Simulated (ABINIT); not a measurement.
Wanted: the native input for an ABINIT 10.8.3 (patched build) run.

| Quantity | Value |
| --- | --- |
| Task | single point |
| Functional | PBEsol |
| Potentials or basis | PseudoDojo NC SR PBEsol v0.4.1 standard |
| Cutoff | 898 eV |
| k mesh | 6 × 6 × 9 |
| Occupations | fermi-dirac, width 0.05 eV |
| Spin | no spin polarisation |

Bi:

```
Bi
1.0
     3.48860   -3.13258    0.00000
     3.48860    3.13258    0.00000
    -1.26023    0.00000    3.11355
Bi
2
Cartesian
  4.1692 0.0043 2.6437
  1.5625 0.0187 0.4507
```

This isn't the form of Bi at room conditions, which is rhombohedral.

The cell isn't the ideal one: atoms moved at random, drawn with an rms of 0.05 Å.

One way to write it, as run:

run.abi

```
# Pseudopotentials
pp_dirpath "./"
pseudos "Bi.upf"

# Structure
acell 8.8602486976 8.8602486976 6.3474507711
rprim
     0.7440530175    -0.6681205783     0.0000000000
     0.7440530175     0.6681205783     0.0000000000
    -0.3751898342     0.0000000000     0.9269479965
ntypat 1
znucl 83
natom 2
typat 1 1
xred
     0.7502280000     0.7515860000     0.8490970000
     0.2471020000     0.2530770000     0.1447550000
chkprim 0
chksymtnons 0
tolsym 1.0e-6

# Plane-wave basis
ecut 897.975746 eV

# k points
kptopt 1
ngkpt 6 6 9
nshiftk 1
shiftk 0.0 0.0 0.0

# Exchange and correlation
ixc -116133

# Bands and occupations
nband 19
occopt 3
tsmear 0.05 eV

# SCF cycle
nstep 100
tolvrs 1.0e-10

# Output
iomode 3
prtwf 0
prtden 0
prteig 0
prtebands 0
enunit 2
```

Potentials or basis: PseudoDojo NC SR PBEsol v0.4.1 standard.

Command:

```bash
$ abinit run.abi > log 2>&1
```

Results of the run:

```json
{
 "Pressure": "-2.6 GPa",
 "Largest force": "0.100 eV/Å",
 "Band gap on the k mesh": "none (metal or under the smearing width)",
 "Valence electrons inside the program's atomic spheres": "Bi 10.71 (radii [1.0584] Å)"
}
```

Caveat: spin-orbit coupling is left out, which moves the levels of the heavy elements.

Run time: 5.8 min on 1 thread of Arm Neoverse V1, on a shared host, peak memory 0.27 GiB.
